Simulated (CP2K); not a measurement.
Runs of CP2K 2026.2 on ZrO2. The structure is cubic, space group Fm-3m (No. 225). The conventional cell has a = 5.090 Å, b = 5.090 Å, c = 5.090 Å, α = 90.00°, β = 90.00°, γ = 90.00°. Zr (site symmetry m-3m) is surrounded by 8 O at 2.20 Å. O (site symmetry -43m) is surrounded by 4 Zr at 2.20 Å. Measurements of this composition are mostly on another form, of space group No. 14.

| level | potentials or basis | spin | smearing | EPS_DEFAULT | k points reduced by the point group | NGRIDS | points a segment of the path (NPOINTS) | bands added on the path | gap on the mesh (eV) | pressure (GPa) |
| --- | --- | --- | --- | --- | --- | --- | --- | --- | --- | --- |
| PBEsol | POTENTIAL_UZH Zr GTH-PBE-q12, O GTH-PBE-q6; TZVP-MOLOPT-PBE-GTH basis | off | fermi-dirac 0.0259 eV | 1.0E-9 | yes | 4 | 10 | 6 | 3.43 | (b) |
| PBE | POTENTIAL_UZH Zr GTH-PBE-q12, O GTH-PBE-q6; TZVP-MOLOPT-PBE-GTH basis | off | fermi-dirac 0.01 eV | 1.0E-10 | yes | 5 | 8 | 6 | (a) | 5.8 |
| LDA | GTH_POTENTIALS Zr GTH-PADE-q12, O GTH-PADE-q6; TZVP-MOLOPT-PBE-GTH basis | off | fermi-dirac 0.05 eV | 1.0E-9 | yes | 5 | 10 | 6 | 3.28 | -9.5 |
| r2SCAN | POTENTIAL_UZH Zr GTH-SCAN-q12, O GTH-SCAN-q6; TZVP-MOLOPT-SCAN-GTH basis | off | fermi-dirac 0.1 eV | 1.0E-9 | yes | 4 | 6 | 4 | 4.01 | (c) |
| PBE | GTH_SOC_POTENTIALS Zr GTH-PBE-q12, O GTH-PBE-q6; TZVP-MOLOPT-PBE-GTH basis | SOC, no magnetisation | fermi-dirac 0.01 eV | 1.0E-9 | - | 5 | 6 | 6 | - | 3.8 |
| TB-mBJ | POTENTIAL_UZH Zr GTH-PBE-q12, O GTH-PBE-q6; TZVP-MOLOPT-PBE-GTH basis | off | fermi-dirac 0.1 eV | 1.0E-9 | yes | 5 | 6 | 2 | 3.67 | - |

Alike in all rows: task band structure; cell as given; k mesh 9 × 9 × 9.

Question: Fill in the values left out.

Answer: (a) 3.49; (b) -0.7; (c) 2.1.

Caveats: the basis of atomic orbitals isn't converged, which shifts pressures, moduli and gaps; the potentials were made for another functional, which shifts forces and pressure (some runs); this is a model potential without an energy functional, so only levels have meaning (some runs).

A k mesh can miss the band edges, and rows without SOC leave out spin-orbit coupling on Zr.
